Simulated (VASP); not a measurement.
# From an Ansatz input to VASP: HgTe (strained zincblende)

Ansatz input

```yaml
crystal:
  lattice:
    - [0.0, 3.3878326229, 3.3878326229]
    - [3.3878326229, 0.0, 3.3878326229]
    - [3.3878326229, 3.3878326229, 0.0]
  atoms:
    - { symbol: Hg, position: [0.0, 0.0, 0.0] }
    - { symbol: Te, position: [0.25, 0.25, 0.25] }
kpoints:
  mp_grid: { grid: [6, 6, 6] }
  band_path:
    path:
      - [0.0, 0.0, 0.0]
      - [-0.5, -0.5, 0.0]
      - [-0.375, -0.375, 0.25]
      - [-0.375, 0.0, 0.375]
      - [0.0, 0.0, 0.5]
      - [-0.5, -0.25, 0.25]
    npoints: 1
hamiltonian:
  xc: r2scan
scf:
  occupations: { method: fermi_dirac, width: 0.02 }
  n_extra_bands: 4
output:
  forces: true
  stress: true
  eigenvalues: true
  write_density: true
  write_potential: true
  elf: true
  volumetric_format: npy
```

Q: Which VASP files do the same job?

A: 

INCAR

```
NSW = 0
IBRION = -1
LELF = .TRUE.
LCHARG = .TRUE.
LREAL = .FALSE.
ISMEAR = -1
METAGGA = R2SCAN
PREC = Accurate
ISIF = 2
NBANDS = 16
NELM = 120
EDIFF = 1E-7
SIGMA = 0.02
ENCUT = 520
LASPH = .TRUE.
ALGO = Normal
LWAVE = .FALSE.
```

KPOINTS

```
KPOINTS created by Atomic Simulation Environment
0
Gamma
6 6 6
0 0 0
```

KPOINTS_OPT

```
special points
6
Reciprocal
0.0000000000 0.0000000000 0.0000000000 1
-0.5000000000 -0.5000000000 0.0000000000 1
-0.3750000000 -0.3750000000 0.2500000000 1
-0.3750000000 0.0000000000 0.3750000000 1
0.0000000000 0.0000000000 0.5000000000 1
-0.5000000000 -0.2500000000 0.2500000000 1
```

POSCAR

```
Hg Te
 1.0000000000000000
     0.0000000000000000    3.3878326229000000    3.3878326229000000
     3.3878326229000000    0.0000000000000000    3.3878326229000000
     3.3878326229000000    3.3878326229000000    0.0000000000000000
 Hg  Te
   1   1
Cartesian
  0.0000000000000000  0.0000000000000000  0.0000000000000000
  1.6939163114500000  1.6939163114500000  1.6939163114500000
```

VASP ran with the recommended PBE PAW datasets (18 valence electrons in the cell). Other inputs would serve too.

```
                             Ansatz      VASP
gap between bands v and c   0.00 eV   0.00 eV
         least direct gap   0.00 eV   0.00 eV
                 pressure  -2.8 GPa  -2.8 GPa
```

Each program uses its own PAW datasets. VASP's cell holds 18 valence electrons and Ansatz's 36. Ansatz's stress includes a Pulay correction; VASP's doesn't.
